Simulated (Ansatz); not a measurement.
# SrO: where the heat goes in a short trajectory

Theory: DFT PBEsol, scalar-relativistic, plane waves, PAW in Ansatz. Settings: plane waves to 420 eV, k-mesh 2×2×2 (shifted by 0.5, 0.5, 0.5 steps), Fermi–Dirac smearing 0.069 eV. The mesh is coarse. No spin polarisation.

16 atoms start on the lattice sites below (V = 277.4 Å³, 1.02 times the source cell's; static pressure -3.91 GPa, largest force component 0.00 eV/Å) with velocities drawn for 800 K; constant energy, fixed cell, 85 steps of 4 fs.

```
Sr O
1.0
    -7.15364    0.00000    0.00000
    -3.57682    6.19523    0.00000
    -3.57682    0.00000   -6.25848
Sr O
8 8
Cartesian
  -7.1536 2.0651 -4.6939
  -8.9421 5.1627 -4.6939
  -10.7305 2.0651 -4.6939
  -12.5189 5.1627 -4.6939
  -5.3652 1.0325 -1.5646
  -7.1536 4.1302 -1.5646
  -1.7884 1.0325 -1.5646
  -3.5768 4.1302 -1.5646
  -3.5768 0.0000 0.0000
  -5.3652 3.0976 0.0000
  0.0000 0.0000 0.0000
  -1.7884 3.0976 0.0000
  -7.1536 0.0000 -3.1292
  -8.9421 3.0976 -3.1292
  -3.5768 0.0000 -3.1292
  -5.3652 3.0976 -3.1292
```

| t (fs) | T (K) | kinetic energy (meV/atom) | potential energy over the first frame (meV/atom) | P with the kinetic part (GPa) |
| --- | --- | --- | --- | --- |
| 0.0 | 800 | 96.9 | 0.0 | -3.27 |
| 24.0 | 288 | 34.9 | 62.7 | -1.95 |
| 48.0 | 340 | 41.2 | 55.9 | -2.01 |
| 72.0 | 348 | 42.2 | 55.1 | -2.44 |
| 96.0 | 426 | 51.7 | 45.6 | -2.08 |
| 120.0 | 355 | 43.0 | 54.4 | -2.01 |
| 144.0 | 487 | 59.1 | 38.2 | -2.71 |
| 168.0 | 515 | 62.4 | 34.9 | -2.77 |
| 192.0 | 366 | 44.3 | 52.9 | -2.31 |
| 216.0 | 248 | 30.0 | 67.3 | -2.13 |
| 240.0 | 438 | 53.1 | 44.0 | -1.94 |
| 264.0 | 352 | 42.6 | 54.8 | -1.73 |
| 288.0 | 550 | 66.7 | 30.5 | -2.44 |
| 312.0 | 400 | 48.4 | 48.9 | -2.19 |
| 336.0 | 392 | 47.5 | 49.7 | -2.17 |

T counts 3N − 3 degrees of freedom. Means over every step of the second half, not only the rows shown: T = 400 K, kinetic energy 48.5 meV/atom, potential energy 48.8 meV/atom, P = -2.16 GPa.

Task: Does the potential energy follow equipartition for harmonic vibrations?

Result: In a harmonic crystal each vibration holds as much potential as kinetic energy on average, here 48.5 meV/atom. The run has 48.8, a ratio of 1.01. That is near one, as for a crystal vibrating about its sites. At constant energy a start from the lattice sites hands about half of the kinetic energy to the potential, so T should settle near 400 K. The time step adds a little: a Verlet scheme lowers a mode's mean kinetic energy against its potential energy by the factor 1 − (ωΔt)²/4. So short a run gives a rough mean.

Task: Split the rise of pressure into the kinetic part and the rest. Can a thermal Grüneisen parameter be estimated?

Result: The program counts the kinetic part as N k_B T/V = 0.32 GPa. The pressure lies 1.75 GPa over the static one in all, so the forces add 1.43 GPa. For a harmonic mode with ω ∝ V^(−γ) and an amplitude that scales with the cell, the forces add (2γ − 2/3)U/V, which needs no equipartition; when U equals the kinetic energy K, this and the kinetic part 2K/(3V) sum to the Mie–Grüneisen γE_th/V. With U = N × 48.8 meV, γ = 1/3 + V ΔP_forces/(2U) = 1.92, for harmonic vibrations a mean over the modes weighted by their potential energy, for uniform scaling of the cell (in a layered or otherwise anisotropic crystal this differs from γ under hydrostatic pressure). Most solids fall between 1 and 3, and tetrahedral, framework and layered ones often lower; anharmonic motion and pressure swings in a cell of 16 atoms make this value uncertain by tenths or more.